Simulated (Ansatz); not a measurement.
# Mo: the cost of one run

Computed with Ansatz 0.2.0 (DFT PBEsol, scalar-relativistic, plane waves, PAW, unless a step's input says otherwise).

The COD entry's cell or inner coordinates are ideal or old and differ from later refinements, so a difference from it is no clean test against experiment.

1 further run of the same task is left out (set aside as unsound or not needed).

### Step 1. Starting point

Symmetry: Im-3m, No. 229, cubic system. The conventional cell has a = 3.142 Å, b = 3.142 Å, c = 3.142 Å, α = 90.00°, β = 90.00°, γ = 90.00°. Mo (site symmetry m-3m) is surrounded by 8 Mo at 2.72 Å.

Coordinates:

```xyz
1
Lattice="-1.5710 1.5710 1.5710 1.5710 -1.5710 1.5710 1.5710 1.5710 -1.5710" Properties=species:S:1:pos:R:3 pbc="T T T"
Mo    0.0000    0.0000    0.0000
```

The structure comes from the Crystallography Open Database.

### Step 2. A distortion of lower symmetry

What differs from the listed cell: strain xx, yy, zz, yz, xz, xy = +4.2, +5.4, +1.8, +0.0, -1.1, +0.0 %.

input.yaml reads:

```yaml
crystal:
  lattice:
    - [-1.65402735, 1.65654095, 1.61660613]
    - [1.62021943, -1.65654095, 1.58279821]
    - [1.65402735, 1.65654095, -1.61660613]
  atoms:
    - { symbol: Mo, position: [0.0, 0.0, 0.0] }
basis:
  ecutwfc: 420
kpoints:
  mp_grid: { grid: [16, 16, 16] }
hamiltonian:
  xc: pbesol
scf:
  occupations: { method: gaussian, width: 0.1 }
output:
  forces: true
  stress: true
  eigenvalues: true
```

On the command line:

```sh
$ ansatz run input.yaml --threads 1 --pin off --max-ram 1331MiB --backend cpu --events-out ev --progress --plain --runs-dir out
```

What time and memory should one allow on 1 thread of an x86-64 CPU, shared host?

About 16 s, with a peak of 0.51 GiB.
